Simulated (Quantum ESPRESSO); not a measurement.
# CdTe (F-43m) in Quantum ESPRESSO: a series of runs, part 4 of 4

Quantum ESPRESSO 7.5.

**5. Phonons, LDA, target pressure 40 GPa, at which the enthalpy is minimised**

Contents of pw.in:

```
&CONTROL
  calculation = 'scf'
  prefix = 'pwscf'
  outdir = './tmp'
  pseudo_dir = './pseudo'
  tprnfor = .true.
  tstress = .true.
  disk_io = 'low'
/
&SYSTEM
  ibrav = 0
  nat = 2
  ntyp = 2
  ecutwfc = 45
  ecutrho = 360
  nbnd = 15
  occupations = 'smearing'
  smearing = 'fd'
  degauss = 0.00367493
/
&ELECTRONS
  conv_thr = 4d-10
  electron_maxstep = 120
  mixing_beta = 0.5
/
ATOMIC_SPECIES
Te   127.6000 te_lda_v1.uspp.F.UPF
Cd   112.4140 cd_lda_v1.uspp.F.UPF
CELL_PARAMETERS angstrom
   0.0000000000    3.2050000000    3.2050000000
   3.2050000000    0.0000000000    3.2050000000
   3.2050000000    3.2050000000    0.0000000000
ATOMIC_POSITIONS crystal
Te     0.7500000000    0.7500000000    0.7500000000
Cd     0.0000000000    0.0000000000    0.0000000000
K_POINTS automatic
6 6 6 1 1 1
```

Contents of relax.in:

```
&CONTROL
  calculation = 'vc-relax'
  prefix = 'pwscf'
  outdir = './tmp'
  pseudo_dir = './pseudo'
  tprnfor = .true.
  tstress = .true.
  disk_io = 'low'
  nstep = 40
  forc_conv_thr = 0.0001
  etot_conv_thr = 1d-06
/
&SYSTEM
  ibrav = 0
  nat = 2
  ntyp = 2
  ecutwfc = 45
  ecutrho = 360
  nbnd = 15
  occupations = 'smearing'
  smearing = 'fd'
  degauss = 0.00367493
/
&ELECTRONS
  conv_thr = 4d-10
  electron_maxstep = 120
  mixing_beta = 0.5
/
&IONS
  ion_dynamics = 'bfgs'
/
&CELL
  cell_dynamics = 'bfgs'
  press = 400
  press_conv_thr = 0.2
/
ATOMIC_SPECIES
Te   127.6000 te_lda_v1.uspp.F.UPF
Cd   112.4140 cd_lda_v1.uspp.F.UPF
CELL_PARAMETERS angstrom
   0.0000000000    3.2050000000    3.2050000000
   3.2050000000    0.0000000000    3.2050000000
   3.2050000000    3.2050000000    0.0000000000
ATOMIC_POSITIONS crystal
Te     0.7500000000    0.7500000000    0.7500000000
Cd     0.0000000000    0.0000000000    0.0000000000
K_POINTS automatic
6 6 6 1 1 1
```

Contents of gamma.in:

```
&CONTROL
  calculation = 'bands'
  prefix = 'pwscf'
  outdir = './tmp'
  pseudo_dir = './pseudo'
  disk_io = 'low'
  verbosity = 'high'
/
&SYSTEM
  ibrav = 0
  nat = 2
  ntyp = 2
  ecutwfc = 45
  ecutrho = 360
  nbnd = 15
  occupations = 'smearing'
  smearing = 'fd'
  degauss = 0.00367493
/
&ELECTRONS
  conv_thr = 1d-08
  electron_maxstep = 120
  mixing_beta = 0.5
  diago_full_acc = .true.
  startingwfc = 'random'
/
ATOMIC_SPECIES
Te   127.6000 te_lda_v1.uspp.F.UPF
Cd   112.4140 cd_lda_v1.uspp.F.UPF
CELL_PARAMETERS angstrom
   0.0000000000    2.8461148729    2.8461148729
   2.8461148729    0.0000000000    2.8461148729
   2.8461148729    2.8461148729    0.0000000000
ATOMIC_POSITIONS crystal
Te     0.7500000000    0.7500000000    0.7500000000
Cd     0.0000000000    0.0000000000    0.0000000000
K_POINTS crystal
1
0.0 0.0 0.0 1
```

Contents of scf2.in:

```
&CONTROL
  calculation = 'scf'
  prefix = 'pwscf'
  outdir = './tmp'
  pseudo_dir = './pseudo'
  tprnfor = .true.
  tstress = .true.
  disk_io = 'low'
/
&SYSTEM
  ibrav = 0
  nat = 2
  ntyp = 2
  ecutwfc = 45
  ecutrho = 360
  nbnd = 15
  occupations = 'fixed'
/
&ELECTRONS
  conv_thr = 1d-13
  electron_maxstep = 120
  mixing_beta = 0.5
  startingpot = 'file'
/
ATOMIC_SPECIES
Te   127.6000 te_lda_v1.uspp.F.UPF
Cd   112.4140 cd_lda_v1.uspp.F.UPF
CELL_PARAMETERS angstrom
   0.0000000000    2.8461148729    2.8461148729
   2.8461148729    0.0000000000    2.8461148729
   2.8461148729    2.8461148729    0.0000000000
ATOMIC_POSITIONS crystal
Te     0.7500000000    0.7500000000    0.7500000000
Cd     0.0000000000    0.0000000000    0.0000000000
K_POINTS automatic
6 6 6 1 1 1
```

Contents of ph.in:

```
phonons of CdTe
&INPUTPH
  prefix = 'pwscf'
  outdir = './tmp'
  tr2_ph = 1d-18
  fildyn = 'dyn'
  niter_ph = 90
  alpha_mix(1) = 0.7
  epsil = True
/
0.0000000000 0.0000000000 0.0000000000
```

Contents of dynmat.in:

```
&INPUT
  fildyn = 'dyn'
  asr = 'crystal'
  lperm = .true.
  filout = 'dynmat.disp'
  fileig = 'dynmat.eig'
/
```

Contents of dynmat_lo.in:

```
&INPUT
  fildyn = 'dyn'
  asr = 'crystal'
  filout = 'dynmat_lo.disp'
  fileig = 'dynmat_lo.eig'
  q(1) = 0
  q(2) = 0
  q(3) = 1
/
```

Potentials or basis: GBRV 1.5 LDA.

On the command line:

```bash
> OMP_NUM_THREADS=1 mpirun -n 4 pw.x -nk 4 -in pw.in > pw.out
> OMP_NUM_THREADS=1 mpirun -n 4 pw.x -nk 4 -in relax.in > relax.out
> OMP_NUM_THREADS=1 mpirun -n 4 pw.x -in gamma.in > gamma.out
> OMP_NUM_THREADS=1 mpirun -n 4 pw.x -nk 4 -in scf2.in > scf2.out
> OMP_NUM_THREADS=1 mpirun -n 4 ph.x -nk 4 -in ph.in > ph.out
> OMP_NUM_THREADS=1 mpirun -n 1 dynmat.x -in dynmat.in > dynmat.out
> OMP_NUM_THREADS=1 mpirun -n 1 dynmat.x -in dynmat_lo.in > dynmat_lo.out
```

pw.out:

```text
This program is part of the open-source Quantum ESPRESSO suite
     for quantum simulation of materials; please cite
[... 6 lines left out ...]
     using ibrav=0 with symmetry is DISCOURAGED, use correct ibrav instead

     K-points division:     npool     =       4
     Subspace diagonalization in iterative solution of the eigenvalue problem:
     a serial algorithm will be used

     G-vector sticks info
     --------------------
     sticks:   dense  smooth     PW     G-vecs:    dense   smooth      PW
     Sum        1813     913    283                51253    18149    3119

     Using Slab Decomposition

     bravais-lattice index     =            0
     lattice parameter (alat)  =       8.5653  a.u.
     unit-cell volume          =     444.3352 (a.u.)^3
     number of atoms/cell      =            2
     number of atomic types    =            2
     number of electrons       =        18.00
     number of Kohn-Sham states=           15
     kinetic-energy cutoff     =      45.0000  Ry
     charge density cutoff     =     360.0000  Ry
     scf convergence threshold =      4.0E-10
     mixing beta               =       0.5000
     number of iterations used =            8  plain     mixing
     Exchange-correlation= SLA  PZ   NOGX NOGC
                           (   1   1   0   0   0   0   0)

     celldm(1)=   8.565287  celldm(2)=   0.000000  celldm(3)=   0.000000
     celldm(4)=   0.000000  celldm(5)=   0.000000  celldm(6)=   0.000000

     crystal axes: (cart. coord. in units of alat)
               a(1) = (   0.000000   0.707107   0.707107 )
               a(2) = (   0.707107   0.000000   0.707107 )
               a(3) = (   0.707107   0.707107   0.000000 )

     reciprocal axes: (cart. coord. in units 2 pi/alat)
               b(1) = ( -0.707107  0.707107  0.707107 )
               b(2) = (  0.707107 -0.707107  0.707107 )
               b(3) = (  0.707107  0.707107 -0.707107 )

     PseudoPot. # 1 for Te read from file:
     te_lda_v1.uspp.F.UPF
     Pseudo is Ultrasoft + core correction, Zval =  6.0
     Generated by new atomic code, or converted to UPF format
     Using radial grid of  891 points,  5 beta functions with:
                l(1) =   0
                l(2) =   0
                l(3) =   1
                l(4) =   1
                l(5) =   2
     Q(r) pseudized with  6 coefficients,  rinner =    1.800   1.800   1.800
                                                       1.800   1.800

     PseudoPot. # 2 for Cd read from file:
     cd_lda_v1.uspp.F.UPF
     Pseudo is Ultrasoft + core correction, Zval = 12.0
     Generated by new atomic code, or converted to UPF format
     Using radial grid of  889 points,  6 beta functions with:
                l(1) =   0
                l(2) =   0
                l(3) =   1
                l(4) =   1
                l(5) =   2
                l(6) =   2
     Q(r) pseudized with  6 coefficients,  rinner =    1.000   1.000   1.000
                                                       1.000   1.000

     atomic species   valence    mass     pseudopotential
     Te                6.00   127.60000     Te( 1.00)
     Cd               12.00   112.41400     Cd( 1.00)

     24 Sym. Ops. (no inversion) found

   Cartesian axes

     site n.     atom                  positions (alat units)
         1        Te     tau(   1) = (   1.0606602   1.0606602   1.0606602  )
         2        Cd     tau(   2) = (   0.0000000   0.0000000   0.0000000  )

     number of k points=    28  Fermi-Dirac smearing, width (Ry)=  0.0037
                       cart. coord. in units 2pi/alat
        k(    1) = (   0.0589256   0.0589256   0.0589256), wk =   0.0185185
        k(    2) = (   0.1767767   0.1767767  -0.0589256), wk =   0.0555556
        k(    3) = (   0.2946278   0.2946278  -0.1767767), wk =   0.0555556
        k(    4) = (  -0.2946278  -0.2946278   0.4124790), wk =   0.0555556
        k(    5) = (  -0.1767767  -0.1767767   0.2946278), wk =   0.0555556
        k(    6) = (  -0.0589256  -0.0589256   0.1767767), wk =   0.0555556
[... 20 lines left out ...]
        k(   27) = (   0.2946278   0.2946278   0.2946278), wk =   0.0185185
        k(   28) = (  -0.2946278  -0.2946278   0.8838835), wk =   0.0555556

     Dense  grid:    51253 G-vectors     FFT dimensions: (  54,  54,  54)

     Smooth grid:    18149 G-vectors     FFT dimensions: (  40,  40,  40)

     Initial potential from superposition of free atoms

     starting charge      17.4998, renormalised to      18.0000

     negative rho (up, down):  1.836E-02 0.000E+00
     Starting wfcs are   13 randomized atomic wfcs +    2 random wfcs

     Self-consistent Calculation

     iteration #  1     ecut=    45.00 Ry     beta= 0.50
     Davidson diagonalization with overlap
     ethr =  1.00E-02,  avg # of iterations =  6.2

     Threshold (ethr) on eigenvalues was too large:
     Diagonalizing with lowered threshold

     Davidson diagonalization with overlap
     ethr =  4.66E-04,  avg # of iterations =  2.0

     negative rho (up, down):  1.792E-02 0.000E+00
[... 58 lines left out ...]
     iteration #  8     ecut=    45.00 Ry     beta= 0.50
     Davidson diagonalization with overlap
     ethr =  3.53E-10,  avg # of iterations =  2.9

     negative rho (up, down):  1.864E-02 0.000E+00

     End of self-consistent calculation

          k = 0.0589 0.0589 0.0589 (  2238 PWs)   bands (ev):

    -6.2241  -3.1085  -3.1085  -3.0948  -2.8239  -2.8239   4.4456   5.1677
     5.1677   6.4701   9.6409   9.7943   9.7943  13.1206  14.2419

          k = 0.1768 0.1768-0.0589 (  2251 PWs)   bands (ev):

    -6.0857  -3.0861  -3.0749  -2.9840  -2.8303  -2.8166   2.9401   4.4789
     5.0005   7.3474   9.6995  10.0688  10.5367  13.2236  13.7518

          k = 0.2946 0.2946-0.1768 (  2263 PWs)   bands (ev):

    -5.8713  -3.0494  -3.0447  -2.8229  -2.8171  -2.6497   1.1995   4.0574
     4.5567   7.3386  10.2576  10.3951  11.5307  13.6901  13.9016

          k =-0.2946-0.2946 0.4125 (  2275 PWs)   bands (ev):
[... 16 lines left out ...]
    -6.0219  -3.0569  -3.0503  -2.9657  -2.8268  -2.8084   2.7159   4.3156
     4.3236   7.9857   8.6822  10.9456  11.1045  12.3705  14.9578

          k = 0.4125 0.1768-0.0589 (  2272 PWs)   bands (ev):

    -5.8468  -3.0246  -3.0110  -2.8820  -2.8026  -2.6557   1.5843   3.4513
     4.0230   8.3114   9.0737  10.6727  11.9115  13.4026  15.6660

          k =-0.1768-0.4125 0.5303 (  2262 PWs)   bands (ev):
[... 6 lines left out ...]
    -5.8002  -3.0231  -3.0153  -2.8477  -2.8147  -2.5334   1.2154   3.0281
     4.1832   8.4037   9.8731  10.4938  11.7408  13.4624  15.1082

          k = 0.0589-0.1768 0.2946 (  2262 PWs)   bands (ev):

    -5.9742  -3.0611  -3.0475  -2.8937  -2.8220  -2.7968   2.2228   3.9578
     4.6161   7.8917   9.3831  10.6386  10.8881  12.9320  14.5140

          k = 0.5303 0.0589 0.0589 (  2273 PWs)   bands (ev):
[... 6 lines left out ...]
    -5.6782  -2.9717  -2.9524  -2.8925  -2.7950  -2.2898   0.7728   2.8067
     3.2538   8.1157   8.7880  12.2058  13.1434  14.3518  16.1802

          k = 0.0589-0.4125 0.5303 (  2267 PWs)   bands (ev):

    -5.7037  -3.0001  -2.9781  -2.8522  -2.8148  -2.2946   0.8175   2.5228
     3.6612   8.4171  10.1113  11.2362  12.5050  13.0428  14.9067

          k = 0.1768-0.2946 0.4125 (  2269 PWs)   bands (ev):

    -5.7987  -3.0336  -3.0245  -2.8335  -2.8096  -2.4944   0.8581   3.5790
     4.2155   7.8133   9.8481  10.8274  11.8230  13.9323  14.8039

          k =-0.6482 0.0589 0.0589 (  2267 PWs)   bands (ev):

    -5.6776  -2.9571  -2.9340  -2.9204  -2.7846  -2.3340   0.7479   3.0933
     3.2858   7.6916   8.0223  13.3839  13.9587  14.4588  16.2246

          k =-0.5303 0.1768-0.0589 (  2268 PWs)   bands (ev):

    -5.7389  -2.9897  -2.9753  -2.8911  -2.7962  -2.4488   1.0758   3.0449
     3.5212   8.2423   8.9157  11.2370  12.9313  14.0267  16.3290

          k =-0.4125 0.0589 0.0589 (  2264 PWs)   bands (ev):

    -5.8741  -3.0114  -3.0039  -2.9193  -2.7976  -2.7239   1.8855   3.7505
     3.8443   8.0425   8.4818  11.4720  12.0681  12.9245  15.5080

          k = 0.1768 0.1768 0.1768 (  2256 PWs)   bands (ev):
[... 31 lines left out ...]
    -5.6787  -2.9816  -2.9684  -2.8620  -2.8128  -2.2471   0.7978   2.6208
     3.1391   8.9803   9.6901  10.9142  12.0342  14.3611  16.1712

          k =-0.7660 0.1768 0.1768 (  2276 PWs)   bands (ev):

    -5.6875  -2.9900  -2.9592  -2.8761  -2.8021  -2.2789   0.7798   2.5361
     3.5835   7.9631   9.6614  12.1694  12.5902  13.4574  15.1683

          k = 0.2946 0.2946 0.2946 (  2271 PWs)   bands (ev):
[... 6 lines left out ...]
    -5.7654  -3.0263  -3.0170  -2.8280  -2.8141  -2.4046   0.6874   3.3020
     4.1628   7.9077   9.8879  10.9413  12.2178  14.0320  14.7746

     the Fermi energy is     5.8376 ev

!    total energy              =    -141.11290498 Ry
     estimated scf accuracy    <          3.4E-10 Ry
     smearing contrib. (-TS)   =      -0.00000001 Ry
     internal energy E=F+TS    =    -141.11290497 Ry

     The total energy is F=E-TS. E is the sum of the following terms:
     one-electron contribution =     -45.25225969 Ry
     hartree contribution      =      35.21780934 Ry
     xc contribution           =     -53.41456180 Ry
     ewald contribution        =     -77.66389282 Ry

     convergence has been achieved in   8 iterations

     negative rho (up, down):  1.864E-02 0.000E+00

     Forces acting on atoms (cartesian axes, Ry/au):

     atom    1 type  1   force =     0.00000000    0.00000000    0.00000000
     atom    2 type  2   force =     0.00000000   -0.00000000   -0.00000000

     Total force =     0.000000     Total SCF correction =     0.000000

     Computing stress (Cartesian axis) and pressure

     negative rho (up, down):  1.864E-02 0.000E+00
          total   stress  (Ry/bohr**3)                   (kbar)     P=        3.02
   0.00002051   0.00000000   0.00000000            3.02        0.00        0.00
  -0.00000000   0.00002051   0.00000000           -0.00        3.02        0.00
   0.00000000  -0.00000000   0.00002051            0.00       -0.00        3.02

=------------------------------------------------------------------------------=
   JOB DONE.
=------------------------------------------------------------------------------=
```

Wall time 3.2 min (4 MPI ranks of Intel Xeon Platinum 8259CL at 2.50GHz (Skylake/Cascade Lake), shared host); peak memory 0.56 GiB.

Results:

| Quantity | Value |
| --- | --- |
| Free energy | -1918.1314 eV |
| Relaxed volume | 23.05 Å³/atom |
| Relaxed cell | a = 4.025 Å, b = 4.025 Å, c = 4.025 Å, α = 60.00°, β = 60.00°, γ = 60.00° |
| Space group after relaxing (to 0.05 Å) | F-43m (No. 216) |
| Pressure after relaxing | 40.8 GPa |
| Electronic dielectric tensor (diagonal) | 9.03 |
| Born charges (mean of the diagonal) | Te -1.44; Cd +1.43 e |
| Highest phonon frequency at Γ, LO-TO splitting left out | 270 cm⁻¹ |
| Static dielectric tensor (diagonal) | 9.53 |

Step by step:
| step | energy change (eV) | largest force (eV/Å) | pressure (GPa) | volume (Å³) |
| --- | --- | --- | --- | --- |
| 1 | 0.0000 | 0.0000 | 0.30 | 65.84 |
| 2 | 0.5403 | 0.0000 | 16.52 | 53.40 |
| 3 | 3.0530 | 0.0000 | 63.33 | 42.04 |
| 4 | 1.5446 | 0.0000 | 36.01 | 47.02 |
| 5 | 1.7332 | 0.0000 | 39.48 | 46.22 |
| 6 | 1.7625 | 0.0000 | 40.02 | 46.11 |
| 7 | 1.7616 | 0.0000 | 40.00 | 46.11 |

Final structure:
```xyz
2
Lattice="0.0000 2.8461 2.8461 2.8461 0.0000 2.8461 2.8461 2.8461 0.0000" Properties=species:S:1:pos:R:3 pbc="T T T"
Te    4.2692    4.2692    4.2692
Cd    0.0000    0.0000    0.0000
```

Levels at points of the mesh, in eV from the valence-band top:
| k point | band 5 | band 6 | band 7 | band 8 | band 9 | band 10 | band 11 | band 12 | band 13 | band 14 |
| --- | --- | --- | --- | --- | --- | --- | --- | --- | --- | --- |
| (0.08, 0.08, 0.08) | -9.74 | -9.74 | -0.79 | 0.00 | 0.00 | 2.27 | 4.19 | 4.22 | 4.22 | 8.73 |

Phonon frequencies in cm⁻¹ (negative: imaginary):
```
              q point           frequencies
(0.000, 0.000, 0.000)  -6 -6 -6 270 270 270
```

Electronic dielectric tensor:
```
9.03 0.00 0.00
0.00 9.03 0.00
0.00 0.00 9.03
```

Born effective charge tensors (e):
atom 1, Te
```
-1.44  0.00  0.00
 0.00 -1.44  0.00
 0.00  0.00 -1.44
```
atom 2, Cd
```
1.43 0.00 0.00
0.00 1.43 0.00
0.00 0.00 1.43
```

Optical modes at Γ, degenerate ones joined, polar ones without the macroscopic field:
```tsv
cm⁻¹	components	symmetry	active in	IR intensity, summed ((D/Å)²/amu)
270	3	T2	IR and Raman	2.39
```

Zone-centre frequencies without and with the macroscopic field along z (cm⁻¹):
|  | optical modes in rising order |
| --- | --- |
| without | 270 270 270 |
| with the field | 270 270 278 |

Static dielectric tensor, electrons and zone-centre modes:
```
9.53 0.00 0.00
0.00 9.53 0.00
0.00 0.00 9.53
```

Caveat: the volume moved by over 15 % at a fixed basis, so the end points are rough; the cell is more than 3 GPa from zero pressure, which shifts response properties. The run has no spin-orbit coupling, so splittings on Te are missing.

**6. Overview**

```tsv
cell	pressure (GPa)
relaxed to 5 GPa	5.1
relaxed to 10 GPa	10.3
relaxed to 20 GPa	20.6
relaxed to 40 GPa	40.8
```

Alike in all rows: task phonons; level LDA; potentials or basis GBRV 1.5 LDA; no spin polarisation; k mesh 6 × 6 × 6, shifted; cutoff (eV) 612; smearing fermi-dirac 0.05 eV.

Caveats: the cell is more than 3 GPa from zero pressure, which shifts response properties; the volume moved by over 15 % at a fixed basis, so the end points are rough (some runs).

Total energies depend on the potentials used, so only differences within one code and one set of settings carry meaning.
